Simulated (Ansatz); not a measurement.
Runs of Ansatz 0.2.0 on ZnS (Wurtzite-2H). The structure is hexagonal, space group P6_3mc (No. 186). Conventional cell: a = 3.811 Å, b = 3.811 Å, c = 6.234 Å, α = 90.00°, β = 90.00°, γ = 120.00°. Zn (site symmetry 3m) is surrounded by 4 S at 2.31 to 2.40 Å. S (site symmetry 3m) has 4 Zn at 2.31 to 2.40 Å as nearest neighbours. 

```tsv
share of exact exchange	gap on the mesh (eV)	pressure (GPa)	largest force (eV/Å)
0.4	4.27	1.5	0.34
0.25	(d)	1.8	0.34
0.1	2.73	2.2	0.33
0.5	(c)	1.3	0.34
0.3	3.74	1.7	0.34
0.2	3.23	1.9	0.34
0.15	(b)	(a)	0.33
0.05	2.49	2.4	0.33
```

Alike in all rows: task single point; level HSE06 form with a typed share of exact exchange; potentials or basis Ansatz PAW; no spin polarisation; cell as given; k mesh 4 × 4 × 3; cutoff (eV) 420; smearing fermi-dirac 0.05 eV; the mesh is coarse, so values aren't converged.

Estimate the missing entries.

(a) 2.1; (b) 2.98; (c) 4.79; (d) 3.49.

Caveats: all runs use coarse meshes; odd divisions of the mesh miss points on the zone boundary, where band edges often lie, so the gap on the mesh can be too wide; the PAW data sets come from PBE, with cores solved anew for the run's functional, which leaves a small shift of forces and pressure; the thresholds are loose for stress.

